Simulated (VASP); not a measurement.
BP in VASP 6.6.1, single-point calculation

INCAR

```
NSW = 0
SIGMA = 0.005
NBANDS = 11
LREAL = .FALSE.
LWAVE = .FALSE.
GGA = PE
ENCUT = 520
LCHARG = .FALSE.
PREC = Accurate
IBRION = -1
LASPH = .TRUE.
ISIF = 2
ISMEAR = 1
NELM = 120
EDIFF = 1E-7
```

KPOINTS

```
KPOINTS created by Atomic Simulation Environment
0
Gamma
10 10 10
0 0 0
```

POSCAR

```
B  P
 1.0000000000000000
     0.0000000000000000    2.3363651390000002    2.3363651390000002
     2.3363651390000002    0.0000000000000000    2.3363651390000002
     2.3363651390000002    2.3363651390000002    0.0000000000000000
 B   P
   1   1
Cartesian
  0.0000000000000000  0.0000000000000000  0.0000000000000000
  1.1681825695000001  1.1681825695000001  1.1681825695000001
```

The recommended PBE PAW datasets give the neutral cell 8 valence electrons.

Command

```
mpirun -np 1 vasp_std
```

Problem. Predict the outcome of this run.

Solution. It converged. Results: gap between bands v and c on the k mesh 1.35 eV; least direct gap on the k mesh 3.29 eV; pressure -11.4 GPa. Band v is the last that the valence electrons fill when counted band by band, and c is the next.

OSZICAR

```
N       E                     dE             d eps       ncg     rms          rms(c)
DAV:   1     0.883124706264E+01    0.88312E+01   -0.39240E+03  1034   0.649E+02
DAV:   2    -0.127856003226E+02   -0.21617E+02   -0.20370E+02  1385   0.105E+02
DAV:   3    -0.133877166920E+02   -0.60212E+00   -0.60068E+00  1343   0.155E+01
DAV:   4    -0.133903544054E+02   -0.26377E-02   -0.26369E-02  1170   0.120E+00
DAV:   5    -0.133903694914E+02   -0.15086E-04   -0.15086E-04  1284   0.897E-02    0.634E+00
DAV:   6    -0.129280813556E+02    0.46229E+00   -0.11505E+00  1157   0.439E+00    0.344E+00
DAV:   7    -0.128615060822E+02    0.66575E-01   -0.15851E-01  1268   0.200E+00    0.122E+00
DAV:   8    -0.128547755738E+02    0.67305E-02   -0.23105E-02  1218   0.846E-01    0.161E-01
DAV:   9    -0.128551158760E+02   -0.34030E-03   -0.73770E-04  1204   0.174E-01    0.905E-02
DAV:  10    -0.128553158842E+02   -0.20001E-03   -0.24937E-04  1170   0.984E-02    0.257E-02
DAV:  11    -0.128553269702E+02   -0.11086E-04   -0.11334E-05  1325   0.224E-02    0.261E-02
DAV:  12    -0.128553281201E+02   -0.11499E-05   -0.42035E-06  1172   0.101E-02    0.922E-03
DAV:  13    -0.128553280091E+02    0.11098E-06   -0.96281E-08   947   0.211E-03    0.417E-03
DAV:  14    -0.128553280823E+02   -0.73157E-07   -0.32885E-08   592   0.112E-03
   1 F= -.12855328E+02 E0= -.12855328E+02  d E =0.000000E+00
```

For comparison, a separate PBE run of the intended cell, on usual settings and not on those above, gives a gap of 1.35 eV on its mesh and a pressure of -11.4 GPa.
